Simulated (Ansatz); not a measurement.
W: energy less free atoms and pressure against volume per atom

Results calculated with Ansatz 0.2.0, not measured. Periodic Kohn-Sham DFT of a crystal at fixed atoms; pressure and stress are positive in compression; the energy is the free energy less that of spherical unpolarised free atoms; site moments are those in the method's own spheres, positive along +z.

Cell of the first row (space group Im-3m, No. 229):
```
cell vectors (Å)
  -1.5702     1.5702     1.5702
   1.5702    -1.5702     1.5702
   1.5702     1.5702    -1.5702
atoms (fractions of the cell vectors)
W   0.00000  0.00000  0.00000
```

Settings of every row: method all-electron LAPW; functional PBE; relativity scalar; k mesh 14x14x14; filling fermi-dirac; smearing width 0.03 eV; basis error target 1 meV/atom; nucleus gaussian.

Atom start moment: 0 on all atoms.

Limits: no spin-orbit coupling on heavy atoms; the cell was measured well above room temperature.

```csv
row,volume per atom (Å³),energy less free atoms (eV/atom),pressure (GPa)
1,15.486,-11.3961,14.003
2,15.894,-11.4205,5.297
3,16.301,?,?
4,16.709,-11.4085,-9.388
5,17.116,-11.3768,-15.428
```

Question: what energy less free atoms and pressure should row 3 give?

Worked fit of energy less free atoms. Take u = (V_r/V)^(2/3) − 1 with V_r = 16.302 Å³ an atom, which is twice the finite (Eulerian) strain; such expansions in the strain, on which the Birch-Murnaghan equation of state is built, carry the rest volume and the bulk modulus. The shown rows have u = 0.03483, 0.01704, -0.01631, -0.03196. Least squares give energy less free atoms = −11.42379 − 0.386 × u + 33.919 × u² eV/atom; a straight line predicts inner rows, each left out in turn, worse (root mean square 0.022 against 5.8e-05 eV/atom). All shown rows lie on it to the printed digit. Its lowest point lies at u = 0.0057, or V = 16.16 Å³ an atom, and the curvature there gives the bulk modulus at fixed shape and fractions, B = (4/9)(1 + u)² E″(u)/V = 302 GPa. The withheld row has u = 4e-05, so the fit gives −11.42379 − 0.386 × (4e-05) + 33.919 × (4e-05)² = -11.4238 eV/atom.

The calculation gave -11.4238 eV/atom. The fit meets it to the printed digit.

Worked fit of pressure. Take u = (V_r/V)^(2/3) − 1 with V_r = 16.302 Å³ an atom, which is twice the finite (Eulerian) strain; such expansions in the strain, on which the Birch-Murnaghan equation of state is built, carry the rest volume and the bulk modulus. The shown rows have u = 0.03483, 0.01704, -0.01631, -0.03196. Least squares give pressure = −2.4901 + 438.077 × u + 1027.44 × u² GPa; a straight line predicts inner rows, each left out in turn, worse (root mean square 0.66 against 0.063 GPa). The rows lie off it by -0.012, 0.024, -0.026, 0.014 (root mean square 0.02 GPa). The pressure vanishes at u = 0.0056, or V = 16.17 Å³ an atom, and there the bulk modulus at fixed shape and fractions is B = −V dP/dV = (2/3)(1 + u) dP/du = 301 GPa. The withheld row has u = 4e-05, so the fit gives −2.4901 + 438.077 × (4e-05) + 1027.44 × (4e-05)² = -2.473 GPa.

The calculation gave -2.498 GPa. The fit lies 0.025 GPa (1 % of the value, 0.085 % of the column's range) above it; its largest miss of a shown row is 0.026 GPa.
